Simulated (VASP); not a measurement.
Cu: single point with PBEsol

Cu:

```
Cu
1.0
     4.52747    0.00000    0.00000
     0.00000    4.52747    0.00000
     0.00000    0.00000    4.52747
Cu
8
Direct
  0.50000 0.50000 0.50000
  0.00000 0.00000 0.00000
  0.25000 0.00000 0.50000
  0.50000 0.25000 0.00000
  0.50000 0.75000 0.00000
  0.75000 0.00000 0.50000
  0.00000 0.50000 0.75000
  0.00000 0.50000 0.25000
```

The cell was built by a generator and needn't be a form met in nature.

```
Program             : VASP 6.6.1
Task                : single point
Functional          : PBEsol
Potentials or basis : VASP PAW PBE potentials, release 64 (Cu)
Cutoff              : 520 eV
k mesh              : 4 × 4 × 4
Occupations         : gaussian, width 0.1 eV
Spin                : no spin polarisation
```

```json
{
 "Pressure": "0.7 GPa",
 "Band gap on the k mesh": "none (metal or under the smearing width)"
}
```

Levels at points of the mesh, in eV from the Fermi level:
```
           k point  band 41  band 42  band 43  band 44  band 45  band 46  band 47  band 48
(0.00, 0.00, 0.00)    -1.59    -0.09    -0.09    -0.09     1.18     1.18     1.35     6.65
(0.50, 0.00, 0.00)    -1.37    -1.37     0.79     0.79     1.10     1.10     2.93     2.93
(0.50, 0.50, 0.00)    -1.60    -1.48    -1.48    -1.31     1.15     2.76     2.76     3.57
(0.50, 0.50, 0.50)    -0.96    -0.96    -0.96    -0.96    -0.96    -0.96    -0.75    -0.75
```

Run time: 44 s on 1 thread of Intel(R) Xeon(R) Platinum 8488C (Sapphire Rapids), with other jobs on the host, peak memory 0.2 GiB.

Caveat: the PAW data sets were made with another functional, which shifts forces and pressure a little.
